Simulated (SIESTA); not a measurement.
The system is Ni.

```
Ni
1.0
     0.00000    1.73757    1.73757
     1.73757    0.00000    1.73757
     1.73757    1.73757    0.00000
Ni
1
Direct
  0.00000 0.00000 0.00000
```

Base run:

```yaml
Program: SIESTA 5.4.2
Functional: PBE
Potentials_or_basis: PseudoDojo 0.4 standard (PBE files)
Basis: DZDP (energy shift 0.003 Ry; two zetas on semicore shells)
Grid_cutoff: 800 Ry
Energy_shift: 0.003 Ry
k_mesh: 9 × 9 × 9
Occupations: fermi-dirac, width 0.05 eV
Spin: collinear spin, ferromagnetic start
Starting_moments: "[1.0] μB"
```

Its results: band gap on the k mesh none (metal or under the smearing width); pressure 7.1 GPa; net moment 0.51 μB per cell; site moments Ni +0.51 μB.

Question: After a change of settings the same cell gave: band gap on the k mesh none (metal or under the smearing width); pressure 17.0 GPa; net moment 0.57 μB per cell; site moments Ni +0.57 μB. Which change was it?
A. basis from DZDP (energy shift 0.003 Ry; two zetas on semicore shells) to TZP (energy shift 0.003 Ry; two zetas on semicore shells)
B. basis from DZDP (energy shift 0.003 Ry; two zetas on semicore shells) to SZP (energy shift 0.003 Ry)
C. basis from DZDP (energy shift 0.003 Ry; two zetas on semicore shells) to DZP (energy shift 0.003 Ry; two zetas on semicore shells)
D. basis from DZDP (energy shift 0.003 Ry; two zetas on semicore shells) to TZDP (energy shift 0.003 Ry; two zetas on semicore shells)

Answer: B.

Caveats: short orbitals over semicore shells can move pressures by several GPa; the basis of atomic orbitals isn't converged, which shifts pressures, moduli and gaps.
